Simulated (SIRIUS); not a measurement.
Rh:

```
CELL_PARAMETERS angstrom
0.00000 1.89785 1.89785
1.89785 0.00000 1.89785
1.89785 1.89785 0.00000
ATOMIC_POSITIONS crystal
Rh 0.00000 0.00000 0.00000
```

Program: SIRIUS 7.10.0. Alike in all runs: task single point; potentials or basis PseudoDojo 0.4.1 PBE standard (scalar relativistic); no spin polarisation; cell as given; k mesh 12 × 12 × 12; cutoff (eV) 1202; smearing fermi-dirac 0.05 eV.

**Question.** Order these runs on this cell by their pressure, lowest first.
A. level AM05
B. level PBEsol
C. level LDA+U; U Rh d U = 2 eV; form of the Hubbard term simplified (Dudarev); hubbard projectors orthogonalised atomic orbitals; start of the occupations the program's own
D. level BLYP
E. level LDA+U; U Rh d U = 8 eV; form of the Hubbard term simplified (Dudarev); hubbard projectors orthogonalised atomic orbitals; start of the occupations the program's own

**Answer.** C (-9.6 GPa), E (-7.7 GPa), A (-5.0 GPa), B (-3.3 GPa), D (21.8 GPa).

Caveats: the potentials were made for another functional, which shifts forces and pressure; U without spin polarisation on a metal has little footing (some runs); the U is typed as a test and isn't derived for this compound (some runs).

The runs were made with more than one version of the program.

Runs at the PBE level aren't shown here.
